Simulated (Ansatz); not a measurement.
**Titanium, omega (AlB2-type) under RPBE: from relaxation to bulk modulus**

The plan for titanium in the omega (AlB2-type) structure: relax it, solve it on a dense k-mesh, then scale the cell to 7 volumes from 88 to 112 % of the relaxed one and try a fit of the equation of state. Spin polarisation is left out. The k-meshes are 8×8×11 for the relaxation; 10×10×15 for the dense run; 9×9×12 for the volumes.

Method: DFT RPBE, plane waves (420 eV) with PAW, scalar-relativistic; the PAW data stem from PBE, with regenerated cores, in Ansatz 0.2.0.

## Step 1: The starting structure

It takes space group P6/mmm (No. 191, hexagonal). Conventional cell: a = 4.638 Å, b = 4.638 Å, c = 2.843 Å, α = 90.00°, β = 90.00°, γ = 120.00°. Ti (site symmetry 6/mmm) is surrounded by 14 Ti at 2.84 to 3.03 Å. Around Ti (site symmetry -6m2) lie 11 Ti at 2.68 to 3.03 Å.

Coordinates:

```cif
data_structure
_symmetry_space_group_name_H-M 'P 1'
_symmetry_Int_Tables_number 1
_cell_length_a 4.6383
_cell_length_b 4.6383
_cell_length_c 2.8433
_cell_angle_alpha 90.000
_cell_angle_beta 90.000
_cell_angle_gamma 120.000
_cell_volume 52.97
loop_
_atom_site_label
_atom_site_type_symbol
_atom_site_fract_x
_atom_site_fract_y
_atom_site_fract_z
_atom_site_occupancy
Ti1 Ti 0.00000 0.00000 0.00000 1
Ti2 Ti 0.33333 0.66667 0.50000 1
Ti3 Ti 0.66667 0.33333 0.50000 1
```

## Step 2: Relaxation of the cell

The input, input.yaml:

```yaml
crystal:
  lattice:
    - [4.6382998794, 0.0, 0.0]
    - [-2.3191499397, 4.0168855259, 0.0]
    - [0.0, 0.0, 2.8432778261]
  atoms:
    - { symbol: Ti, position: [0.0, 0.0, 0.0] }
    - { symbol: Ti, position: [0.3333333333, 0.6666666667, 0.5] }
    - { symbol: Ti, position: [0.6666666667, 0.3333333333, 0.5] }
hamiltonian:
  xc: rpbe
  pseudopotentials:
    kind: paw
    azcp:
      Ti: "pseudopotentials/Ti.paw.azcp"
basis:
  ecutwfc: 420
  fft_grid_basis: typed
kpoints:
  mp_grid: { grid: [8, 8, 11], shift: [0, 0, 0] }
magnetization:
  spin_polarized: false
scf:
  occupations: { method: fermi_dirac, width: 0.1 }
relax:
  max_steps: 60
  f_tol: 0.01
  cell: {}
```

The runs that follow: Dense single point; Equation of state: 88 %; Equation of state: 92 %; Equation of state: 96 %; Equation of state: 100 %; Equation of state: 104 %; Equation of state: 108 %; Equation of state: 112 %.

Before running it: what results should come out? Wanted: space group; conventional cell; volume; shortest distance; gap on the mesh; relative to hcp; highest ELF outside the cores; V₀, B₀, B₀′.

**Answer**, as computed:

| quantity | value |
| --- | --- |
| space group (spins left aside) | P6/mmm (No. 191) |
| conventional cell | a = 4.629 Å, c = 2.857 Å (c/a = 0.617) |
| volume | 17.669 Å³/atom |
| shortest distance | 2.672 Å |
| gap on the mesh | none (levels filled in part) |
| relative to hcp | +2 meV/atom |
| highest ELF outside the cores | 0.78, 1.96 Å from the nearest atom |
| V₀, B₀, B₀′ | 17.635 Å³/atom, 106 GPa, 3.6 |

What this shows: The relaxation enlarged the cell by 0.1 % in volume. It lies 2 meV/atom above the element's reference form at the same level (hcp, from a run of its own), within what mesh and smearing can decide. Levels at the Fermi energy are filled in part, as in a metal. The fitted modulus is 106 GPa; letting shape and positions relax at each volume could only lower it. Relaxation kept the symmetry; phonons were not checked.
